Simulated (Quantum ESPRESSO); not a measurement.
A run of Quantum ESPRESSO 7.5:

pw.in

```
&CONTROL
  calculation = 'scf'
  prefix = 'pwscf'
  outdir = './tmp'
  pseudo_dir = './pseudo'
  tprnfor = .true.
  tstress = .true.
  disk_io = 'low'
/
&SYSTEM
  ibrav = 0
  nat = 2
  ntyp = 2
  ecutwfc = 84
  nbnd = 30
  input_dft = 'XC-000I-000I-120L-135L-000I-000I'
  occupations = 'smearing'
  smearing = 'fd'
  degauss = 0.00367493
  noncolin = .true.
  lspinorb = .true.
/
&ELECTRONS
  conv_thr = 4d-10
  electron_maxstep = 120
  mixing_beta = 0.5
/
ATOMIC_SPECIES
Hf   178.4900 Hf.upf
N     14.0070 N.upf
CELL_PARAMETERS angstrom
   0.0000000000    2.2560000000    2.2560000000
   2.2560000000    0.0000000000    2.2560000000
   2.2560000000    2.2560000000    0.0000000000
ATOMIC_POSITIONS angstrom
Hf     0.0144451680   -0.0043179840    0.0024793440
N      2.2516301280    2.2309448640    2.2541252640
K_POINTS automatic
6 6 6 0 0 0
```

bands.in

```
&CONTROL
  calculation = 'bands'
  prefix = 'pwscf'
  outdir = './tmp'
  pseudo_dir = './pseudo'
  disk_io = 'low'
  verbosity = 'high'
/
&SYSTEM
  ibrav = 0
  nat = 2
  ntyp = 2
  ecutwfc = 84
  nbnd = 30
  input_dft = 'XC-000I-000I-120L-135L-000I-000I'
  occupations = 'smearing'
  smearing = 'fd'
  degauss = 0.00367493
  noncolin = .true.
  lspinorb = .true.
/
&ELECTRONS
  conv_thr = 1d-08
  electron_maxstep = 120
  mixing_beta = 0.5
  diago_full_acc = .true.
/
ATOMIC_SPECIES
Hf   178.4900 Hf.upf
N     14.0070 N.upf
CELL_PARAMETERS angstrom
   0.0000000000    2.2560000000    2.2560000000
   2.2560000000    0.0000000000    2.2560000000
   2.2560000000    2.2560000000    0.0000000000
ATOMIC_POSITIONS angstrom
Hf     0.0144451680   -0.0043179840    0.0024793440
N      2.2516301280    2.2309448640    2.2541252640
K_POINTS crystal
60
 0.0000000000  0.0000000000  0.0000000000 1
 0.0625000000  0.0000000000  0.0625000000 1
 0.1250000000  0.0000000000  0.1250000000 1
 0.1875000000  0.0000000000  0.1875000000 1
 0.2500000000  0.0000000000  0.2500000000 1
 0.3125000000  0.0000000000  0.3125000000 1
 0.3750000000  0.0000000000  0.3750000000 1
 0.4375000000  0.0000000000  0.4375000000 1
 0.5000000000  0.0000000000  0.5000000000 1
 0.5000000000  0.0625000000  0.5625000000 1
 0.5000000000  0.1250000000  0.6250000000 1
 0.5000000000  0.1875000000  0.6875000000 1
 0.5000000000  0.2500000000  0.7500000000 1
 0.4375000000  0.3125000000  0.7500000000 1
 0.3750000000  0.3750000000  0.7500000000 1
 0.3375000000  0.3375000000  0.6750000000 1
 0.3000000000  0.3000000000  0.6000000000 1
 0.2625000000  0.2625000000  0.5250000000 1
 0.2250000000  0.2250000000  0.4500000000 1
 0.1875000000  0.1875000000  0.3750000000 1
 0.1500000000  0.1500000000  0.3000000000 1
 0.1125000000  0.1125000000  0.2250000000 1
 0.0750000000  0.0750000000  0.1500000000 1
 0.0375000000  0.0375000000  0.0750000000 1
 0.0000000000  0.0000000000  0.0000000000 1
 0.0625000000  0.0625000000  0.0625000000 1
 0.1250000000  0.1250000000  0.1250000000 1
 0.1875000000  0.1875000000  0.1875000000 1
 0.2500000000  0.2500000000  0.2500000000 1
 0.3125000000  0.3125000000  0.3125000000 1
 0.3750000000  0.3750000000  0.3750000000 1
 0.4375000000  0.4375000000  0.4375000000 1
 0.5000000000  0.5000000000  0.5000000000 1
 0.5250000000  0.4500000000  0.5250000000 1
 0.5500000000  0.4000000000  0.5500000000 1
 0.5750000000  0.3500000000  0.5750000000 1
 0.6000000000  0.3000000000  0.6000000000 1
 0.6250000000  0.2500000000  0.6250000000 1
 0.5833333333  0.2500000000  0.6666666667 1
 0.5416666667  0.2500000000  0.7083333333 1
 0.5000000000  0.2500000000  0.7500000000 1
 0.5000000000  0.2857142857  0.7142857143 1
 0.5000000000  0.3214285714  0.6785714286 1
 0.5000000000  0.3571428571  0.6428571429 1
 0.5000000000  0.3928571429  0.6071428571 1
 0.5000000000  0.4285714286  0.5714285714 1
 0.5000000000  0.4642857143  0.5357142857 1
 0.5000000000  0.5000000000  0.5000000000 1
 0.4821428571  0.4821428571  0.5357142857 1
 0.4642857143  0.4642857143  0.5714285714 1
 0.4464285714  0.4464285714  0.6071428571 1
 0.4285714286  0.4285714286  0.6428571429 1
 0.4107142857  0.4107142857  0.6785714286 1
 0.3928571429  0.3928571429  0.7142857143 1
 0.3750000000  0.3750000000  0.7500000000 1
 0.6250000000  0.2500000000  0.6250000000 1
 0.5937500000  0.1875000000  0.5937500000 1
 0.5625000000  0.1250000000  0.5625000000 1
 0.5312500000  0.0625000000  0.5312500000 1
 0.5000000000  0.0000000000  0.5000000000 1
```

Potentials or basis: PseudoDojo 0.4 FR PBEsol standard.

Command:

```console
$ OMP_NUM_THREADS=1 pw.x -in pw.in > pw.out
$ OMP_NUM_THREADS=1 pw.x -in bands.in > bands.out
```

Hardware: 1 thread of Intel(R) Xeon(R) CPU @ 2.60GHz (Ice Lake) (shared host).

**Question.** Estimate the wall time of this run.

**Answer.** Run time: 4.3 min on 1 thread of Intel(R) Xeon(R) CPU @ 2.60GHz (Ice Lake), with other jobs on the host, peak memory 0.29 GiB. Counts: scf iterations 11, k pools 1, bands 30, k points 112, g dense 16145.
